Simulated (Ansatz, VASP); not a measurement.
# GaN in VASP and in Ansatz

File POSCAR:

```
GaN
1.0
    0.0000000000      2.2490927266      2.2490927266
    2.2490927266      0.0000000000      2.2490927266
    2.2490927266      2.2490927266      0.0000000000
Ga N
1 1
Direct
    0.0000000000      0.0000000000      0.0000000000
    0.2500000000      0.2500000000      0.2500000000
```

File INCAR.step1:

```
PREC     = Accurate       # precision mode
ENCUT    = 520            # plane-wave cutoff, eV
ISMEAR   = 0              # smearing method
SIGMA    = 0.02           # smearing width, eV
LREAL    = F              # projectors in reciprocal space
LASPH    = T              # aspherical terms in the spheres
NELM     = 100            # most SCF steps
NBANDS   = 16             # bands
GGA      = PE             # functional
ALGO     = Normal         # electronic algorithm
EDIFF    = 1E-4           # SCF threshold, eV
LWAVE    = T              # write WAVECAR
LCHARG   = F              # write CHGCAR
```

INCAR.step2

```
PREC     = Accurate       # precision mode
ENCUT    = 520            # plane-wave cutoff, eV
EDIFF    = 1E-6           # SCF threshold, eV
ISMEAR   = 0              # smearing method
SIGMA    = 0.02           # smearing width, eV
LREAL    = F              # projectors in reciprocal space
LASPH    = T              # aspherical terms in the spheres
NELM     = 100            # most SCF steps
ALGO     = Normal         # electronic algorithm
ISIF     = 2              # what is computed and relaxed
LWAVE    = F              # write WAVECAR
LCHARG   = F              # write CHGCAR
METAGGA  = R2SCAN         # meta-GGA
LMIXTAU  = T            
NBANDS   = 16             # bands
ISTART   = 1
```

Contents of KPOINTS:

```
regular mesh
0
Gamma
  10 10 10
```

Input for Ansatz:

```yaml
crystal:
  lattice:
    - [0.0, 2.2490927266, 2.2490927266]
    - [2.2490927266, 0.0, 2.2490927266]
    - [2.2490927266, 2.2490927266, 0.0]
  atoms:
    - { symbol: Ga, position: [0.0, 0.0, 0.0] }
    - { symbol: "N", position: [0.25, 0.25, 0.25] }
basis:
  ecutwfc: 500
kpoints:
  mp_grid: { grid: [10, 10, 10] }
  band_path:
    path:
      - [[0.0, 0.0, 0.0], [-0.5, -0.5, 0.0], [-0.375, -0.375, 0.25]]
      - [[-0.375, 0.0, 0.375], [0.0, 0.0, 0.0], [0.0, 0.0, 0.5], [-0.5, -0.25, 0.25], [-0.5, -0.5, 0.0]]
    npoints: 10
hamiltonian:
  xc: r2scan
  pseudopotentials: { kind: paw, azcp: { folder: soft_1 } }
scf:
  occupations: { method: gaussian, width: 0.02 }
  n_extra_bands: 7
output:
  forces: true
  stress: true
  eigenvalues: true
  write_density: true
  write_potential: true
  elf: true
  volumetric_format: npy
```

Alike in both runs: task single point; functional r2SCAN; k mesh 10 × 10 × 10; occupations gaussian, width 0.02 eV; no spin polarisation.

```csv
,VASP,Ansatz
version,VASP 6.6.1,Ansatz 0.2.0
potentials or method,"VASP PAW PBE potentials, release 64 (Ga_d, N)","scalar-relativistic, plane waves, PAW"
plane-wave cutoff (eV),520,500
valence electrons in the cell,18,18
```

Ansatz gave:

- gap on the k mesh at the Fermi level (eV): 2.17
- least direct gap on the mesh (eV): 2.17
- pressure (GPa): 0.0

Question: Which values does VASP return?

Answer: gap on the k mesh at the Fermi level (eV): 2.16; least direct gap on the mesh (eV): 2.16; pressure (GPa): 1.0.

The functional is the same, so the differences come from potentials, cutoffs and numerics.

Caveats: the PAW data sets were made with another functional, which shifts forces and pressure a little (VASP). r2SCAN opens gaps a little over a GGA but as a rule still falls short of measured ones.
